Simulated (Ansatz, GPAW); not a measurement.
Given: the input of a run of GPAW 26.7.0 (ASE script) on Li (Lithium). 

run.py

```python
from ase.dft.bandgap import bandgap
from ase.io import read, write
from ase.units import GPa
from gpaw import GPAW, PW

atoms = read('Li.xyz')

calc = GPAW(mode=PW(800),
            xc='PBE',
            kpts={'size': (11, 11, 11), 'gamma': True},
            occupations={'name': 'methfessel-paxton', 'order': 0, 'width': 0.018000000000000002},
            nbands=6,
            convergence={'density': 1e-05, 'energy': 1e-05},
            maxiter=150,
            txt='gpaw.txt')
atoms.calc = calc
energy = atoms.get_potential_energy()
forces = atoms.get_forces()
stress = atoms.get_stress()
calc.write('gs.gpw')
write('result.traj', atoms)
print(f'Energy: {energy:.6f} eV')
print('Forces (eV/A):')
print(forces.round(4))
print('Stress (GPa):', (stress / GPa).round(3))
print('Fermi level:', round(calc.get_fermi_level(), 4), 'eV')
print(f'Gap: {bandgap(calc)[0]:.4f} eV, direct: {bandgap(calc, direct=True)[0]:.4f} eV')
```

The input Li.xyz:

```xyz
1
Lattice="-1.7546500000 1.7546500000 1.7546500000 1.7546500000 -1.7546500000 1.7546500000 1.7546500000 1.7546500000 -1.7546500000" Properties=species:S:1:pos:R:3 pbc="T T T"
Li     0.0000000000      0.0000000000      0.0000000000
```

Potentials or basis: GPAW PAW data sets (gpaw-data 1.2.1), pw.

Run with:

```console
$ OMP_NUM_THREADS=1 python run.py
```

**Question.** Set up the same calculation for Ansatz 0.2.0. Potentials or basis there: all-electron LAPW, scalar-relativistic.

**Answer.** As run (cutoffs and basis follow the program's own potentials, and thresholds, step limits or extra output files can differ):

File input.yaml:

```yaml
crystal:
  lattice:
    - [-1.75465, 1.75465, 1.75465]
    - [1.75465, -1.75465, 1.75465]
    - [1.75465, 1.75465, -1.75465]
  atoms:
    - { symbol: Li, position: [0.0, 0.0, 0.0] }
kpoints:
  mp_grid: { grid: [11, 11, 11] }
scf:
  occupations: { method: gaussian, width: 0.018 }
hamiltonian:
  xc: pbe
  pseudopotentials: { kind: all_electron, lapw: { basis_error: 0.001 } }
output:
  forces: true
  stress: true
  eigenvalues: true
```

Potentials or basis: all-electron LAPW, scalar-relativistic.

The run is started by

```console
$ ansatz run input.yaml --threads 1 --pin off --max-ram 3072MiB --backend cpu --events-out ev --progress --plain --runs-dir out
```

Both were run:

|  | GPAW | Ansatz |
| --- | --- | --- |
| Pressure | -0.8 GPa | -0.8 GPa |

Where Ansatz's input types no cutoff or centring, it takes its own default and a Γ-centred mesh.

Pressure is positive in compression.
